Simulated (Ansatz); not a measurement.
# The I–V curve of a Zr/MoS2/Zr junction, part 3 of 4

Wanted: I(V) for Zr/MoS2/Zr. Both electrodes are Zr hcp(0001); the barrier is MoS2 2H layers (two layers in the relaxed core). In the first transport cell, after relaxation, the nearest pair of electrode and barrier is Zr–S at 2.62 Å, along the normal, at the lower face and Zr–S at 2.61 Å, along the normal, at the upper one. All share a net of side 3.17 Å, which strains the lower electrode by -1.9 % and the barrier by +0.0 %, against typed lattice constants near PBE's. The first steps treat the bulk electrodes alone.

Ansatz 0.2.0; PBE+D3(BJ) DFT, plane waves, PAW files (the session's first sound run).

So far. Step 3 (Relaxation): The largest force component on a free atom ends at 0.022 eV/Å. At one or more of this run's solves the program warned of density in the dipole ramp over its bound, where dipole, forces and levels can be off.

### 4. Current against voltage

This step: PBE DFT, plane waves, PAW files; current against voltage, self-consistent between two reservoirs (Ansatz 0.2.0).

System of this step: Zr/MoS2/Zr. The cell holds 28 atoms: 22 Zr, 4 S and 2 Mo. Cell: a = 3.170 Å, b = 3.170 Å, c = 79.764 Å, α = 90.0°, β = 90.0°, γ = 120.0°. Regions: left electrode, 11 atoms (11 Zr); barrier, 6 atoms (4 S and 2 Mo); right electrode, 11 atoms (11 Zr). Vacuum lies along c.

Under bias the potential drop changes the barrier, so density and potential are solved anew at each voltage between two reservoirs. The leads must hold the reservoirs as well as the screening charge.

Input file input.yaml:

```yaml
crystal:
  lattice:
    - [3.17, 0.0, 0.0]
    - [-1.585, 2.74530053, 0.0]
    - [0.0, 0.0, 79.7635894681]
  atoms:
    - { symbol: Zr, position: [0.0, 0.0, 0.0877593404] }
    - { symbol: Zr, position: [0.33333333, 0.66666667, 0.1199529005] }
    - { symbol: Zr, position: [0.0, 0.0, 0.1521464607] }
    - { symbol: Zr, position: [0.33333333, 0.66666667, 0.1843400208] }
    - { symbol: Zr, position: [0.0, 0.0, 0.2165335809] }
    - { symbol: Zr, position: [0.33333333, 0.66666667, 0.2487271411] }
    - { symbol: Zr, position: [0.0, 0.0, 0.2809207012] }
    - { symbol: Zr, position: [0.33333333, 0.66666667, 0.3131142613] }
    - { symbol: Zr, position: [0.0, 0.0, 0.3453078215] }
    - { symbol: Zr, position: [0.33333333, 0.66666667, 0.3775013816] }
    - { symbol: Zr, position: [0.0, 0.0, 0.4096708742] }
    - { symbol: S, position: [0.0, 0.0, 0.4425144413] }
    - { symbol: Mo, position: [0.66666667, 0.33333333, 0.4625649545] }
    - { symbol: S, position: [0.0, 0.0, 0.4820274001] }
    - { symbol: S, position: [0.66666667, 0.33333333, 0.5184029764] }
    - { symbol: Mo, position: [0.0, 0.0, 0.5378905086] }
    - { symbol: S, position: [0.66666667, 0.33333333, 0.5578747733] }
    - { symbol: Zr, position: [0.66666667, 0.33333333, 0.5905886826] }
    - { symbol: Zr, position: [0.0, 0.0, 0.6224986184] }
    - { symbol: Zr, position: [0.66666667, 0.33333333, 0.6546921785] }
    - { symbol: Zr, position: [0.0, 0.0, 0.6868857387] }
    - { symbol: Zr, position: [0.66666667, 0.33333333, 0.7190792988] }
    - { symbol: Zr, position: [0.0, 0.0, 0.7512728589] }
    - { symbol: Zr, position: [0.66666667, 0.33333333, 0.7834664191] }
    - { symbol: Zr, position: [0.0, 0.0, 0.8156599792] }
    - { symbol: Zr, position: [0.66666667, 0.33333333, 0.8478535393] }
    - { symbol: Zr, position: [0.0, 0.0, 0.8800470995] }
    - { symbol: Zr, position: [0.66666667, 0.33333333, 0.9122406596] }
kpoints:
  mp_grid: { grid: [12, 12, 1] }
scf:
  occupations: { method: fermi_dirac, width: 0.1 }
  max_iter: 150
hamiltonian:
  xc: pbe
output:
  current_voltage:
    bias: [0.4, 0.8, 1.6, -0.4, -0.8, -1.6]
    kmesh: [24, 24]
    leads: [[4, 6], [22, 24]]
    electrode_ends: [10, 17]
  write_potential: true
  write_density: true
  volumetric_format: npy
  elf: true
```

Command:

```console
> ansatz run input.yaml --threads 8 --pin off --max-ram 20480MiB --backend cpu --events-out ev --progress --plain --runs-dir out
```

Numbers of over 12 decimals in the logs are rounded to 6 here.

What it wrote:

```text
[...]
Crystal: 28 atoms, lattice volume = 694.151 Å³
Basis set: ecut = 420 eV, 13527 PW (Γ)
Bands: 190, of which v1, the nominal top of the filled ones, is band 158 counted from 1 (157 counted from 0)
Symmetry: 6 space group operations
[...]
k-points: 19 of 144 (time reversal used)
[...]
SCF iter   1: F=—  HF=-105568.566523 eV  |F-HF|=—  |Δ(HF+E_count)|=         —  Δρ=1.21e-2  dr2=2.45e2  ethr=1.77e-3  ⟨swp⟩=8.5  Hψ=13837  notcnv=0
[...]
SCF iter  11: F=-105567.699462 eV  HF=-105567.699462 eV  |F-HF|=1.78e-8  |Δ(HF+E_count)|=   1.60e-9  Δρ=7.67e-7  dr2=2.16e-8  ethr=3.16e-11  ⟨swp⟩=9.5  Hψ=9300  notcnv=0
the search or the solves at the SCF's close seem to have found levels that the self-consistency loop had missed (the run counts 2). By its estimate they hold 3.27e-7 electrons. The energies and the density leave them out; if the run goes on with those levels, later outputs use occupations computed again with them
SCF 1 converged in 11 iterations: F = -105567.699462 eV  dr2 = 2.16e-8
[...]
bias +0 V, iteration  1: dr2 8.07e-2 eV, mean Fermi level 11.6321 eV
bias +0 V, iteration  2: dr2 1.70e-3 eV, mean Fermi level 11.6329 eV
bias +0 V, iteration  3: dr2 7.97e-5 eV, mean Fermi level 11.6337 eV
bias +0 V, iteration  4: dr2 1.89e-5 eV, mean Fermi level 11.6337 eV
bias +0 V, iteration  5: dr2 5.04e-6 eV, mean Fermi level 11.6339 eV
bias +0 V, iteration  6: dr2 1.37e-6 eV, mean Fermi level 11.6339 eV
bias +0 V, iteration  7: dr2 1.98e-7 eV, mean Fermi level 11.6339 eV
bias +0 V, iteration  8: dr2 6.55e-9 eV, mean Fermi level 11.6340 eV
bias +0.4 V, iteration  1: dr2 6.54e2 eV, mean Fermi level 11.6040 eV
bias +0.4 V, iteration  2: dr2 1.02e2 eV, mean Fermi level 11.6305 eV
bias +0.4 V, iteration  3: dr2 2.34e0 eV, mean Fermi level 11.6329 eV
bias +0.4 V, iteration  4: dr2 1.92e-2 eV, mean Fermi level 11.6333 eV
bias +0.4 V, iteration  5: dr2 1.61e-3 eV, mean Fermi level 11.6334 eV
bias +0.4 V, iteration  6: dr2 6.75e-4 eV, mean Fermi level 11.6335 eV
bias +0.4 V, iteration  7: dr2 9.18e-5 eV, mean Fermi level 11.6333 eV
bias +0.4 V, iteration  8: dr2 5.56e-6 eV, mean Fermi level 11.6334 eV
bias +0.4 V, iteration  9: dr2 1.54e-6 eV, mean Fermi level 11.6333 eV
bias +0.4 V, iteration 10: dr2 5.12e-7 eV, mean Fermi level 11.6333 eV
bias +0.4 V, iteration 11: dr2 2.97e-8 eV, mean Fermi level 11.6333 eV
bias +0.8 V, iteration  1: dr2 7.60e-2 eV, mean Fermi level 11.6313 eV
bias +0.8 V, iteration  2: dr2 1.11e-2 eV, mean Fermi level 11.6302 eV
bias +0.8 V, iteration  3: dr2 3.42e-4 eV, mean Fermi level 11.6293 eV
bias +0.8 V, iteration  4: dr2 1.04e-4 eV, mean Fermi level 11.6294 eV
bias +0.8 V, iteration  5: dr2 3.92e-5 eV, mean Fermi level 11.6291 eV
bias +0.8 V, iteration  6: dr2 3.58e-6 eV, mean Fermi level 11.6292 eV
bias +0.8 V, iteration  7: dr2 1.75e-6 eV, mean Fermi level 11.6292 eV
bias +0.8 V, iteration  8: dr2 2.72e-7 eV, mean Fermi level 11.6292 eV
bias +0.8 V, iteration  9: dr2 2.44e-8 eV, mean Fermi level 11.6292 eV
bias +1.6 V, iteration  1: dr2 2.12e0 eV, mean Fermi level 11.6232 eV
bias +1.6 V, iteration  2: dr2 4.94e0 eV, mean Fermi level 11.6223 eV
bias +1.6 V, iteration  3: dr2 1.73e0 eV, mean Fermi level 11.6190 eV
bias +1.6 V, iteration  4: dr2 4.76e-1 eV, mean Fermi level 11.6194 eV
bias +1.6 V, iteration  5: dr2 1.35e-1 eV, mean Fermi level 11.6138 eV
bias +1.6 V, iteration  6: dr2 4.20e-2 eV, mean Fermi level 11.6150 eV
bias +1.6 V, iteration  7: dr2 7.86e-3 eV, mean Fermi level 11.6152 eV
bias +1.6 V, iteration  8: dr2 1.41e-3 eV, mean Fermi level 11.6148 eV
bias +1.6 V, iteration  9: dr2 1.71e-4 eV, mean Fermi level 11.6149 eV
bias +1.6 V, iteration 10: dr2 5.98e-5 eV, mean Fermi level 11.6150 eV
bias +1.6 V, iteration 11: dr2 9.71e-6 eV, mean Fermi level 11.6150 eV
bias +1.6 V, iteration 12: dr2 2.77e-6 eV, mean Fermi level 11.6150 eV
[...]
bias -0.8 V, iteration  8: dr2 4.14e-8 eV, mean Fermi level 11.6304 eV
bias -1.6 V, iteration  1: dr2 8.25e-1 eV, mean Fermi level 11.6274 eV
bias -1.6 V, iteration  2: dr2 9.26e-1 eV, mean Fermi level 11.6308 eV
bias -1.6 V, iteration  3: dr2 1.53e-1 eV, mean Fermi level 11.6274 eV
bias -1.6 V, iteration  4: dr2 4.23e-2 eV, mean Fermi level 11.6286 eV
bias -1.6 V, iteration  5: dr2 2.90e-2 eV, mean Fermi level 11.6268 eV
bias -1.6 V, iteration  6: dr2 1.63e-3 eV, mean Fermi level 11.6271 eV
bias -1.6 V, iteration  7: dr2 1.95e-4 eV, mean Fermi level 11.6270 eV
bias -1.6 V, iteration  8: dr2 5.43e-5 eV, mean Fermi level 11.6271 eV
bias -1.6 V, iteration  9: dr2 7.82e-6 eV, mean Fermi level 11.6271 eV
bias -1.6 V, iteration 10: dr2 9.58e-7 eV, mean Fermi level 11.6271 eV
bias -1.6 V, iteration 11: dr2 4.04e-8 eV, mean Fermi level 11.6271 eV
transmission: 402 of 3904 steps passed
transmission: 786 of 3904 steps passed
[...]
transmission: 3965 of 3965 steps passed
WARN: The output density's exchange-correlation potential varies sharply where the density is thin. Do not read a vacuum level from v_tot or v_xc, or from such a field of the output density. On a cell that repeats whose density bears no net charge and no dipole along the vacuum's axis use v_es (v_loc + v_h of the components); under efield.dipole_correction with no amplitude use v_es + v_field, which holds any externa [...]
SCF converged after 11 iterations
Free energy (F): -105567.699462 eV
[...]
Internal energy: -105566.767122 eV  (E = F + TS)
E sigma→0 (E₀):  -105567.233292 eV
Entropy (-TS):   -0.932340 eV (-33.298 meV/atom)
Fermi energy:    11.635336 eV
[...]
--- Band table (eV; the first three rows and the last of 19) ---
  k-point 0: bands = [... 154 lower, 12.4191, 12.4191, 12.4211, 12.4211, 12.4257, 12.4257, 12.4768, 12.4768, ... 28 higher]
  k-point 1: bands = [... 154 lower, 12.1592, 12.1634, 12.2216, 12.2351, 12.2375, 12.2566, 12.3200, 12.3304, ... 28 higher]
  k-point 2: bands = [... 154 lower, 11.6249, 11.6548, 11.7315, 11.7632, 11.8003, 11.8218, 11.9566, 11.9630, ... 28 higher]
  k-point 18: bands = [... 154 lower, 11.0036, 11.0571, 11.5372, 11.6805, 11.6820, 11.6851, 11.6961, 11.6965, ... 28 higher]
--- Current–voltage curve ---
  leads      : [4, 6] from 7.00 to 32.68 and [22, 24] from 49.65 to 72.76 Å, reservoirs outside 23.34 and 58.06
  electrodes : end at 32.68 and 47.11 Å
  density    : 312 bands, filled at a thermal energy of 1.000e-1 eV; current at 300 K
  bias (V)   current (A)   every other point   every other energy   edges, levels   drop (V)   electrons moved   misfit (meV)   iterations
        +0      0.0000e0            0.0000e0             0.0000e0        0.0000e0     +0.000            0.00e0           68.3   8
      +0.4     1.6496e-7           2.2375e-7            1.6261e-7       6.5420e-8     +0.391           7.68e-3           64.8   11
[...]
-0.4    -9.4483e-8          -6.4351e-8           -9.4449e-8       1.8581e-9     -0.392          -7.83e-3           69.6   9
      -0.8    -6.4787e-7          -6.0150e-7           -6.4671e-7       1.8948e-9     -0.783          -1.50e-2           72.8   8
      -1.6    -8.9643e-7          -8.7144e-7           -8.9808e-7       7.0701e-8     -1.575          -2.27e-2           79.0   11
  At 0 V the conductance is 1.1857e-6 S, 1.3625e13 S/m².
```

Run time: 63 min. Hardware: 8 threads of Arm Neoverse V1, shared host; peak memory 10 GiB.

The column dr2 measures how far the density is from self-consistency, as an energy; F and HF (Harris–Foulkes) agree once it is small.

Numbers from this step:

| Quantity | Value |
| --- | --- |
| free energy | -105567.6995 eV |
| Fermi energy | 11.64 eV |
| conductance at zero bias | 1.36e13 S/m² |

Checks by voltage:

```
bias (V)  current density (ampere/m²)  current on every other mesh point (ampere)  drop across the junction (V)  electrons moved  electrons in bound states  misfit, lower lead (eV)  misfit, upper lead (eV)  iterations
    -1.6                     -1.03e13                                    -8.71e-7                        -1.575         -0.02273                   0.009868                  0.07902                  0.02667          11
    -0.8                     -7.44e12                                    -6.01e-7                       -0.7826           -0.015                   0.002654                  0.07283                  0.02814           8
    -0.4                     -1.09e12                                    -6.44e-8                       -0.3916        -0.007827                    3.61e-4                  0.06961                  0.02947           9
       0                            0                                           0                             0                0                          0                  0.06834                  0.03098           8
     0.4                      1.90e12                                     2.24e-7                        0.3912         0.007684                    3.65e-4                  0.06477                  0.03674          11
     0.8                      7.41e12                                     5.91e-7                        0.7803          0.01462                   0.002649                  0.05744                  0.04466           9
     1.6                      1.13e13                                     9.40e-7                         1.567          0.01829                   0.009474                  0.04777                   0.0533          13
```

Cell area 8.703 Å^2. Current through one cell against bias:

```
bias (V)  current through one cell (μA)
   -1.60                         -0.896
   -0.80                         -0.648
   -0.40                        -0.0945
    0.00                              0
    0.40                          0.165
    0.80                          0.645
    1.60                          0.982
```

Bias 0 V. Transmission and channels, zone mean against energy, zero at the mean Fermi level:

```
energy (eV)  transmission  channels, left  channels, right
     -0.259       0.00342           0.453            0.453
     -0.233       0.00445           0.474            0.474
     -0.207       0.00588           0.536            0.536
     -0.181       0.00804           0.526            0.526
     -0.155       0.00866           0.526            0.526
     -0.129        0.0109           0.495            0.526
     -0.103        0.0134           0.609            0.568
     -0.078        0.0106           0.589            0.589
     -0.052       0.00833           0.557            0.557
     -0.026       0.00936           0.568            0.568
      0.000       0.00991           0.618            0.618
      0.026        0.0293           0.785            0.785
      0.052        0.0264           0.830            0.785
      0.078        0.0247           0.854            0.833
      0.103        0.0283           0.938            0.896
      0.129        0.0284               1            0.979
      0.155        0.0303            1.10             1.05
      0.181        0.0353            1.16             1.16
      0.207        0.0429            1.22             1.26
      0.233        0.0473            1.34             1.35
      0.259        0.0513            1.28             1.32
```

Bias 1.6 V. The transmission and channels, zone mean by energy, zero at the mean Fermi level:

```
energy (eV)  transmission  channels, left  channels, right
     -1.008       0.00132           0.602            0.474
     -0.905        1.9e-4           0.623            0.505
     -0.801        6.9e-4           0.623            0.568
     -0.698        8.3e-4           0.686            0.833
     -0.595        3.7e-4           0.755             1.16
     -0.491        6.1e-4            1.01             1.24
     -0.465        7.0e-4            1.01             1.39
     -0.388        9.1e-4            1.02             1.32
     -0.310       0.00180            1.11             1.32
     -0.207       0.00488            1.31             1.18
     -0.103        0.0117            1.43             1.25
      0.000        0.0259            1.55             1.26
      0.078        0.0282            1.43             1.36
      0.103        0.0250            1.42             1.30
      0.129        0.0218            1.55             1.32
      0.207        0.0158            1.38             1.29
      0.310       0.00839            1.01             1.24
      0.388       0.00564           0.703             1.21
      0.491        0.0128           0.516             1.17
      0.595       0.00399           0.557             1.21
      0.698       0.00387           0.589             1.25
      0.801       0.00210           0.681             1.34
      0.905        0.0744           0.969             1.26
      0.957         0.125            1.14             1.24
      1.008         0.123            1.36             1.26
```

Bias -1.6 V. The transmission and channels, zone mean by energy, zero at the mean Fermi level:

```
energy (eV)  transmission  channels, left  channels, right
     -1.060        3.3e-5           0.370            0.707
     -1.008        1.6e-4           0.495            0.561
     -0.957        2.0e-4           0.526            0.707
     -0.879        2.3e-4           0.609            0.613
     -0.827        5.7e-4           0.578            0.602
     -0.776       0.00159           0.606            0.634
     -0.724       0.00170           0.812            0.613
     -0.646        0.0119            1.06            0.734
     -0.595       0.00256            1.22            0.755
     -0.543       0.00156            1.32            0.786
     -0.491       0.00247            1.25            0.995
     -0.439       0.00205            1.26             1.01
     -0.362       0.00249            1.32             1.01
     -0.310       0.00397            1.24             1.09
     -0.259       0.00730            1.17             1.19
     -0.207        0.0112            1.31             1.31
     -0.155        0.0152            1.32             1.38
     -0.103        0.0202            1.25             1.41
     -0.078        0.0186            1.24             1.45
     -0.026        0.0174            1.24             1.49
      0.000        0.0162            1.28             1.51
      0.026        0.0150            1.28             1.48
      0.078        0.0122            1.41             1.36
      0.155       0.00895            1.27             1.42
      0.207       0.00893            1.28             1.36
      0.259       0.00968            1.15             1.31
      0.310       0.00766            1.21             1.10
      0.362       0.00342            1.18            0.776
      0.439       0.00434            1.14            0.651
      0.491       0.00573            1.11            0.516
      0.543       0.00551            1.06            0.453
      0.595       0.00438            1.19            0.536
      0.646       0.00295            1.27            0.526
      0.724       0.00330            1.24            0.630
      0.776       0.00285            1.36            0.609
      0.827        0.0132            1.29            0.785
      0.879        0.0457            1.22            0.896
      0.957        0.0750            1.24             1.11
      1.008        0.0865            1.19             1.24
      1.060         0.102            1.18             1.28
```

The Hartree potential energy less that at 0 V, planar mean by z:

```
z (Å)  0.4 V (eV)  0.8 V (eV)  1.6 V (eV)  -0.4 V (eV)  -0.8 V (eV)  -1.6 V (eV)
    0    -0.00115    -0.00444     -0.0130      -5.5e-4     -0.00321      -6.5e-4
    5       0.200       0.396       0.784       -0.201       -0.405       -0.806
   10       0.199       0.395       0.780       -0.200       -0.403       -0.806
   15       0.199       0.394       0.780       -0.199       -0.402       -0.805
   20       0.197       0.391       0.773       -0.196       -0.392       -0.792
   25       0.195       0.387       0.764       -0.194       -0.391       -0.791
   30       0.191       0.374       0.743       -0.193       -0.385       -0.779
   35       0.176       0.355       0.656       -0.178       -0.340       -0.604
   40     -0.0117     0.00102      0.0537       0.0172       0.0607       0.0953
   45      -0.180      -0.345      -0.514        0.181        0.364        0.696
   50      -0.193      -0.382      -0.775        0.193        0.382        0.764
   55      -0.195      -0.390      -0.798        0.197        0.390        0.780
   60      -0.194      -0.388      -0.796        0.197        0.392        0.785
   65      -0.200      -0.402      -0.817        0.199        0.395        0.792
   70      -0.200      -0.404      -0.818        0.200        0.396        0.792
   75      -0.197      -0.396      -0.798        0.196        0.388        0.777
```

Valence density in the ca plane at fractional y = 0.000, with atoms of Zr and S and Mo within 0.2 Å of it. It is the smooth field of the valence electrons, not physical close to the nuclei.

Ten steps, logarithmic in the rise over the least value, from '0' (0.0 e/Å³) to '9' (6.5 e/Å³), each cell a mean:
```
65565200012479996421000122222358888532222222
55553100123457875332111123322246776322233222
44331001334444443443321234432223443222344322
32210002344433333444321245542222222222455422
33220002344433333444321235432222322222344322
45542101233445654333211123332234554222333322
56654200123468986322100122222257887422222222
64465300012489997421000122222368888532222223
```
Columns run along c (16.0 Å, from fractional 0.47 to 0.67 of the cell), rows up along a (3.2 Å). Atoms in or near the plane, at fractional coordinates: S at (0.48, 0.00), Mo at (0.54, 0.00), Zr at (0.62, 0.00).

Electrostatic potential energy in the ca plane at fractional y = 0.000, with atoms of Zr and S and Mo within 0.2 Å of it. With pseudopotentials it is smooth inside the atoms' cores, unlike the true potential.

Ten even steps from '0' (-55 eV) to '9' (15 eV), each cell a mean:
```
44448999999730005899999999999862002799999999
75579999999864347999999998899985336899988999
99999999998988888989999987789998888999877899
99999999988899999888999877789999999999877889
99999999988899899888999887789999889999877899
87789999999886568999999988889987667899888899
64458999999851026899999999999973114799999999
44547999999720004899999999999861001689999999
```
Columns run along c (16.0 Å, from fractional 0.47 to 0.67 of the cell; values clipped at the 3rd and 97th percentile), rows up along a (3.2 Å). Atoms in or near the plane, at fractional coordinates: S at (0.48, 0.00), Mo at (0.54, 0.00), Zr at (0.62, 0.00).

[end of part 3 of 4]

[Logs are printed without paths, hosts, clocks, repeated set-up lines and the standing remarks that a program may print on its own settings, such as how far it seeks lower states.]

[Hosts, paths, dates, database ids (printed as entryN), source tags and the programs' standing remarks are cut or masked in the printed files.]
